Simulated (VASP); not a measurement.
# TiSe2 in VASP: further runs, part 3 of 3

VASP 6.6.1. The steps go on from the part before.

## (6) Relaxation of cell and atoms, PBE+D3(BJ)

The COD entry that gives the cell may itself be a prediction, so a difference from it is no test against experiment.

Contents of INCAR:

```
PREC = Accurate ; ENCUT = 600
EDIFF = 1E-6 ; ISMEAR = 0
SIGMA = 0.03 ; LREAL = False
LASPH = True ; NELM = 80
ALGO = Normal ; ISIF = 3
LWAVE = False ; LCHARG = False
GGA = PE ; IVDW = 12
IBRION = 2 ; NSW = 90
EDIFFG = -0.01 ; LATTICE_CONSTRAINTS = .TRUE. .TRUE. .FALSE.
KPAR = 4
```

Contents of KPOINTS:

```
regular mesh
0
Gamma
  12 12 1
```

Contents of POSCAR:

```
TiSe2
1.0
    3.5360000000      0.0000000000      0.0000000000
   -1.7680000000      3.0622658300      0.0000000000
    0.0000000000      0.0000000000     21.0644416000
Se Ti
2 1
Direct
    0.6666666700      0.3333333300      0.4272603200
    0.3333333300      0.6666666700      0.5727396800
    0.0000000000      0.0000000000      0.5000000000
```

Potentials or basis: VASP PAW PBE potentials, release 64 (Se, Ti_sv).

Command:

```bash
> cat potpaw_PBE.64/Se/POTCAR potpaw_PBE.64/Ti_sv/POTCAR > POTCAR
> mpirun -np 4 vasp_std > vasp.out
```

OUTCAR:

```text
PREC = Accurate
   ENCUT = 600
   EDIFF = 1E-6
   ISMEAR = 0
   LREAL = False
   LASPH = True
   NELM = 80
   ISIF = 3
   GGA = PE
   IVDW = 12
   IBRION = 2
   NSW = 90
   EDIFFG = -0.01
 IVDW          = 12

 ion  position               nearest neighbor table
   1  0.667  0.333  0.427-   3 2.55   3 2.55   3 2.55
   2  0.333  0.667  0.573-   3 2.55   3 2.55   3 2.55
   3  0.000  0.000  0.500-   1 2.55   2 2.55   1 2.55   2 2.55   1 2.55   2 2.55

  LATTYP: Found a hexagonal cell.
 ALAT       =     3.5360000000
 C/A-ratio  =     5.9571384615

  Lattice vectors:

 A1 = (   3.5360000000,   0.0000000000,   0.0000000000)
 A2 = (  -1.7680000000,   3.0622658300,   0.0000000000)
 A3 = (   0.0000000000,   0.0000000000,  21.0644416000)

Analysis of symmetry for initial positions (statically):
=====================================================================
 Subroutine PRICEL returns:
 Original cell was already a primitive cell.

 Routine SETGRP: Setting up the symmetry group for a
 hexagonal supercell.

 Subroutine GETGRP returns: Found 12 space group operations
 (whereof 12 operations were pure point group operations)
 out of a pool of 24 trial point group operations.

The static configuration has the point symmetry D_3d.

Analysis of symmetry for dynamics (positions and initial velocities):
=====================================================================
 Subroutine PRICEL returns:
 Original cell was already a primitive cell.

 Routine SETGRP: Setting up the symmetry group for a
 hexagonal supercell.

 Subroutine GETGRP returns: Found 12 space group operations
 (whereof 12 operations were pure point group operations)
 out of a pool of 24 trial point group operations.

The dynamic configuration has the point symmetry D_3d.

 Subroutine INISYM returns: Found 12 space group operations
 (whereof 12 operations are pure point group operations),
 and found     1 'primitive' translations

----------------------------------------------------------------------------------------

                                     Primitive cell

  volume of cell :     228.0894

  direct lattice vectors                    reciprocal lattice vectors
     3.536000000  0.000000000  0.000000000     0.282805430  0.163277791  0.000000000
    -1.768000000  3.062265830  0.000000000     0.000000000  0.326555582  0.000000000
     0.000000000  0.000000000 21.064441600     0.000000000  0.000000000  0.047473369

  length of vectors
     3.536000000  3.536000002 21.064441600     0.326555582  0.326555582  0.047473369

  position of ions in fractional coordinates (direct lattice)
     0.666666670  0.333333330  0.427260320
     0.333333330  0.666666670  0.572739680
     0.000000000  0.000000000  0.500000000

  ion indices of the primitive-cell ions
   primitive index   ion index
                 1           1
                 2           2
                 3           3

----------------------------------------------------------------------------------------

 KPOINTS: regular mesh

Automatic generation of k-mesh.
 Grid dimensions read from file:
 generate k-points for:   12   12    1

 Generating k-lattice:

  Cartesian coordinates                     Fractional coordinates (reciprocal lattice)
     0.023567119  0.013606483  0.000000000     0.083333333  0.000000000  0.000000000
     0.000000000  0.027212965  0.000000000     0.000000000  0.083333333  0.000000000
     0.000000000  0.000000000  0.047473369     0.000000000  0.000000000  1.000000000

  Length of vectors
     0.027212965  0.027212965  0.047473369

  Shift w.r.t. Gamma in fractional coordinates (k-lattice)
     0.000000000  0.000000000  0.000000000

 Subroutine IBZKPT returns following result:
 ===========================================

 Found     19 irreducible k-points:

 Following reciprocal coordinates:
            Coordinates               Weight
  0.000000  0.000000  0.000000      1.000000
  0.083333  0.000000  0.000000      6.000000
  0.166667  0.000000  0.000000      6.000000
  0.250000  0.000000  0.000000      6.000000
  0.333333 -0.000000  0.000000      6.000000
  0.416667  0.000000  0.000000      6.000000
[... 11 lines left out ...]
  0.333333  0.250000  0.000000     12.000000
  0.333333  0.333333  0.000000      2.000000
   k-points           NKPTS =     19   k-points in BZ     NKDIM =     19   number of bands    NBANDS=     16
   number of dos      NEDOS =    301   number of ions     NIONS =      3
   total plane-waves  NPLWV = 131712
   dimension x,y,z NGX =    28 NGY =   28 NGZ =  168
   dimension x,y,z NGXF=    56 NGYF=   56 NGZF=  336
   ions per type =               2   1
   NGX,Y,Z   is equivalent  to a cutoff of  13.16, 13.16, 13.26 a.u.
   NGXF,Y,Z  is equivalent  to a cutoff of  26.33, 26.33, 26.52 a.u.
 SYSTEM =  unknown system
   PREC   = accura    normal or accurate (medium, high low for compatibility)
   ISTART =      0    job   : 0-new  1-cont  2-samecut
   ICHARG =      2    charge: 1-file 2-atom 10-const
   ISPIN  =      1    spin polarized calculation?
   LNONCOLLINEAR =      F non collinear calculations
   LSORBIT =      F    spin-orbit coupling
   LASPH  =      T    aspherical Exc in radial PAW
   ENCUT  =  600.0 eV  44.10 Ry    6.64 a.u.   7.06  7.06 42.07*2*pi/ulx,y,z
   NELM   =     80;   NELMIN=  2; NELMDL= -5     # of ELM steps
   EDIFF  = 0.1E-05   stopping-criterion for ELM
   LREAL  =      F    real-space projection
   EDIFFG = -.1E-01   stopping-criterion for IOM
   NSW    =     90    number of steps for IOM
   IBRION =      2    ionic relax: 0-MD 1-quasi-New 2-CG
   NFREE  =      1    steps in history (QN), initial steepest desc. (CG)
   ISIF   =      3    stress and relaxation
   ISYM   =      2    0-nonsym 1-usesym 2-fastsym
   POTIM  = 0.5000    time-step for ionic-motion
   TEBEG  =    0.0;   TEEND  =   0.0 temperature during run
   PSTRESS=    0.0 pullay stress
   NELECT =      24.0000    total number of electrons
   NUPDOWN=      -1.0000    fix difference up-down
   EMIN   =  10.00;   EMAX   =-10.00  energy-range for DOS
   EFERMI =   0.00;   METHOD = LEGACY
   ISMEAR =     0;   SIGMA  =   0.03  broadening in eV -4-tet -1-fermi 0-gaus
   EFERMI_NEDOS =   21; number of points for ismear=-14 and -15
   IALGO  =     38    algorithm
   IMIX   =      4    mixing-type and parameters
     AMIX     =   0.40;   BMIX     =  1.00
     AMIX_MAG =   1.60;   BMIX_MAG =  1.00
  volume/ion in A,a.u.               =      76.03       513.07
  Fermi-wavevector in a.u.,A,eV,Ry     =   0.772877  1.460525  8.127282  0.597338
  Thomas-Fermi vector in A             =   1.874602
   LORBIT       =      0    0 simple, 1 ext, 2 COOP (PROOUT), +10 PAW based schemes
   GGA     = PE    functional components
   LHFCALC =     F    Hartree Fock is set to
   AEXX    =    0.0000 exact exchange contribution
   IVDW    =    12    specifies the selected vdW correction
   LEPSILON=     F    determine dielectric tensor
   LRPA    =     F    only Hartree local field effects (RPA)
 conjugate gradient relaxation of ions
 non-spin polarized calculation
 Gauss-broadening in eV      SIGMA  =   0.03
  energy-cutoff  :      600.00
  volume of cell :      228.09
 maximum number of plane-waves:      7650
   NGX = 15   NGY = 15   NGZ = 85

--------------------------------------- Ionic step        1  -------------------------------------------

 number of electron      24.0000001 magnetization

 Free energy of the ion-electron system (eV)
  ---------------------------------------------------
  ext. energy  EPLUGINS =         0.00000000
  ---------------------------------------------------
  free energy    TOTEN  =       -18.19296928 eV

  energy without entropy =      -18.19245008  energy(sigma->0) =      -18.19270968

------------------------ aborting loop because EDIFF is reached ----------------------------------------

 Edisp (eV)   -0.89885

 E8    (eV) :    -0.4161
[... 108 lines left out ...]
  FREE ENERGIE OF THE ION-ELECTRON SYSTEM (eV)
  ---------------------------------------------------
  free  energy   TOTEN  =       -19.0966727852 eV

  energy  without entropy=      -19.0955792562  energy(sigma->0) =      -19.09612602

[... ionic steps 4 to 7 ...]

--------------------------------------- Ionic step        8  -------------------------------------------

 number of electron      24.0000001 magnetization

------------------------ aborting loop because EDIFF is reached ----------------------------------------
[... 77 lines left out ...]
--------------------------------------- Ionic step       10  -------------------------------------------

 number of electron      24.0000002 magnetization

 Free energy of the ion-electron system (eV)
  ---------------------------------------------------
  ext. energy  EPLUGINS =         0.00000000
  ---------------------------------------------------
  free energy    TOTEN  =       -18.18019009 eV

  energy without entropy =      -18.17972848  energy(sigma->0) =      -18.17995929

 E-fermi :  -2.3286     XC(G=0):  -3.4311

 val. band max:       -2.3489768154   @ k =   0.4167   0.0000   0.0000
 cond. band min:      -2.2691465527   @ k =   0.0833   0.0000   0.0000
 fundamental gap:      0.0798302627
 Fermi energy:        -2.3286328334

 k-point     1 :       0.0000    0.0000    0.0000
  band No.  band energies     occupation
      1     -59.8510      2.00000
      2     -36.0763      2.00000
      3     -36.0627      2.00000
      4     -36.0627      2.00000
      5     -16.0655      2.00000
      6     -15.1701      2.00000
[... 384 lines left out ...]
  FREE ENERGIE OF THE ION-ELECTRON SYSTEM (eV)
  ---------------------------------------------------
  free  energy   TOTEN  =       -19.1038330060 eV

  energy  without entropy=      -19.1033713927  energy(sigma->0) =      -19.10360220

 reached required accuracy - stopping structural energy minimisation
```

OSZICAR:

```text
N       E                     dE             d eps       ncg     rms          rms(c)
DAV:   1     0.175620393632E+03    0.17562E+03   -0.11676E+04   760   0.131E+03
DAV:   2     0.265398699311E+01   -0.17297E+03   -0.17052E+03   816   0.279E+02
DAV:   3    -0.201502458403E+02   -0.22804E+02   -0.22410E+02  1096   0.941E+01
DAV:   4    -0.212781252642E+02   -0.11279E+01   -0.11272E+01   872   0.203E+01
[... 107 lines left out ...]
DAV:   1    -0.181801752714E+02    0.19489E-03   -0.74066E-03   608   0.474E-01    0.415E-02
DAV:   2    -0.181801974300E+02   -0.22159E-04   -0.53306E-04   640   0.175E-01    0.280E-02
DAV:   3    -0.181801904036E+02    0.70264E-05   -0.11006E-04   848   0.803E-02    0.132E-02
DAV:   4    -0.181801898735E+02    0.53004E-06   -0.21928E-05   760   0.342E-02    0.102E-02
DAV:   5    -0.181801900942E+02   -0.22066E-06   -0.38595E-06   432   0.142E-02
  10 F= -.19103833E+02 E0= -.19103602E+02  d E =-.433464E-04
```

CONTCAR:

```text
TiSe2
   1.00000000000000
     3.4745717031239214    0.0000000000000000    0.0000000000000000
    -1.7372858515619607    3.0090673642786787    0.0000000000000000
     0.0000000000000000    0.0000000000000000   21.0644415999999985
  Se              Ti
     2     1
Direct
     0.6666666699999979    0.3333333300000021    0.4253316808947438
     0.3333333300000021    0.6666666699999979    0.5746683191052565
     0.0000000000000000    0.0000000000000000    0.5000000000000000

  0.00000000E+00  0.00000000E+00  0.00000000E+00
  0.00000000E+00  0.00000000E+00  0.00000000E+00
  0.00000000E+00  0.00000000E+00  0.00000000E+00
```

Run time: 3.6 min. Hardware: 4 MPI ranks of Intel Xeon Platinum 8488C (Sapphire Rapids), shared host; peak memory 0.45 GiB.

What came out:

```yaml
Free_energy: -19.1038 eV
Relaxed_volume: 73.41 Å³/atom
Relaxed_cell: a = 3.475 Å, b = 3.475 Å, c = 21.064 Å, α = 90.00°, β = 90.00°, γ = 120.00°
Space_group_after_relaxing_to_0.05_Å: P-3m1 (No. 164)
Energy_gained_by_relaxing: 4.0 meV/atom
Ionic_steps: 10
Band_gap_on_the_k_mesh: none (metal or under the smearing width)
Dispersion_energy_per_atom: -0.308 eV
```

The path:
| step | energy change (eV) | largest force (eV/Å) | pressure (GPa) | volume (Å³) |
| --- | --- | --- | --- | --- |
| 1 | 0.0000 | 0.0905 | -0.17 | 228.09 |
| 2 | -0.0048 | 0.1798 | 0.14 | 224.49 |
| 3 | -0.0049 | 0.1981 | 0.19 | 223.91 |
| 4 | -0.0085 | 0.1262 | 0.09 | 222.96 |
| 5 | -0.0115 | 0.0685 | -0.13 | 220.73 |
| 6 | -0.0117 | 0.0131 | -0.08 | 221.26 |
| 7 | -0.0117 | 0.0260 | -0.10 | 221.13 |
| 8 | -0.0115 | 0.0156 | 0.06 | 218.88 |
| 9 | -0.0120 | 0.0210 | -0.03 | 220.19 |
| 10 | -0.0120 | 0.0003 | 0.00 | 220.23 |

Final structure:
```
Se Ti
1.0
     3.47457    0.00000    0.00000
    -1.73729    3.00907    0.00000
     0.00000    0.00000   21.06444
Se Ti
2 1
Direct
  0.66667 0.33333 0.42533
  0.33333 0.66667 0.57467
  0.00000 0.00000 0.50000
```

Levels at points of the mesh, in eV from the Fermi level:
```tsv
k point	band 10	band 11	band 12	band 13	band 14	band 15
(0.00, 0.00, 0.00)	-1.56	0.55	0.55	0.65	0.65	0.79
(0.50, 0.00, 0.00)	-2.23	-1.93	-0.93	-0.07	1.52	1.92
```
